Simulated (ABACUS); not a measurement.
# Li under changes of volume

One of the cells (21.609 Å³/atom); the others are scaled copies at fixed shape and fractional positions:

```
Li
1.0
    -1.75465    1.75465    1.75465
     1.75465   -1.75465    1.75465
     1.75465    1.75465   -1.75465
Li
1
Direct
  0.00000 0.00000 0.00000
```

```yaml
Program: ABACUS 3.10.1
Functional: PBE
Potentials_or_basis: PseudoDojo NC SR 0.4.1 PBE standard
Cutoff: 1007 eV
Density_cutoff: 4027 eV
Basis: plane waves
k_mesh: 11 × 11 × 11
Occupations: fermi-dirac, width 0.05 eV
Spin: no spin polarisation
```

```csv
volume (Å³/atom),energy over the lowest point (meV/atom),pressure (GPa)
20.312,0.00,-0.1
20.744,0.47,-0.3
21.177,1.66,-0.6
21.609,3.51,-0.8
22.041,5.97,-1.0
22.473,?,?
22.905,12.48,-1.4
```

Problem. What does the run at 22.473 Å³/atom give?

Solution. Energy over the lowest point 8.97 meV/atom; pressure -1.2 GPa.

Worked out: A Birch-Murnaghan fit of order 3 (a polynomial in V^(-2/3)) to the other rows has its minimum at 20.27 Å³/atom, just outside them, with B0 = V·E''(V) = 13.9 GPa and B' = 3.3. It gives 8.97 meV/atom at 22.473 Å³/atom, against the run's 8.97, and -dE/dV = -1.2 GPa, against -1.2.

Energies are extrapolated to zero smearing.
